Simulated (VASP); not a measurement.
LiF (Griceite):

```xyz
2
Lattice="0.0000 2.0140 2.0140 2.0140 0.0000 2.0140 2.0140 2.0140 0.0000" Properties=species:S:1:pos:R:3 pbc="T T T"
F     2.0140    2.0140    2.0140
Li    0.0000    0.0000    0.0000
```

Base run:

| Item | Value |
| --- | --- |
| Program | VASP 6.6.1 |
| Functional | PBEsol |
| Potentials or basis | VASP PAW PBE potentials, release 64 (F, Li_sv) |
| Cutoff | 520 eV |
| k mesh | 12 × 12 × 12 |
| Occupations | gaussian, width 0.02 eV |
| Spin | no spin polarisation |

Its results: band gap on the k mesh 8.92 eV, direct.

Q: The run is repeated on the same cell with these changes: functional from PBEsol to TB-mBJ. What comes out?

A: Band gap on the k mesh 12.55 eV, direct.

Not every run made on this cell is shown here.
